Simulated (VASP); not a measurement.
**Fe under changes of volume**

One of the cells (12.259 Å³/atom); the others are scaled copies at fixed shape and fractional positions:

```xyz
1
Lattice="-1.4526 1.4526 1.4526 1.4526 -1.4526 1.4526 1.4526 1.4526 -1.4526" Properties=species:S:1:pos:R:3 pbc="T T T"
Fe    0.0000    0.0000    0.0000
```

- Program: VASP 6.6.1
- Functional: PBEsol
- Potentials or basis: VASP PAW PBE potentials, release 64 (Fe)
- Cutoff: 520 eV
- k mesh: 13 × 13 × 13
- Occupations: fermi-dirac, width 0.05 eV
- Spin: collinear spin, ferromagnetic start
- Starting moments: [3.0] μB

```tsv
volume (Å³/atom)	energy over the lowest point (meV/atom)	pressure (GPa)	moment (μB per cell)
11.298	0.00	-9.3	2.13
11.538	16.84	-12.8	2.17
11.778	38.44	-15.4	2.22
12.259	90.55	-19.0	2.36
12.499	120.25	-20.1	2.44
12.740	?	?	?
```

What does the run at 12.740 Å³/atom give?

Energy over the lowest point 150.45 meV/atom; pressure -20.5 GPa; moment 2.54 μB per cell.

Worked out: A Birch-Murnaghan fit of order 3 (a polynomial in V^(-2/3)) to the other rows has no minimum within the range. It gives 151.51 meV/atom at 12.740 Å³/atom, against the run's 150.45, and -dE/dV = -21.2 GPa, against -20.5. A parabola through the other rows of the moment, of slope 0.418 μB per Å³/atom there, extrapolates to 2.54 μB, against the run's 2.54.

Energies are extrapolated to zero smearing.

Caveats: the PAW data sets were made with another functional, which shifts forces and pressure a little.
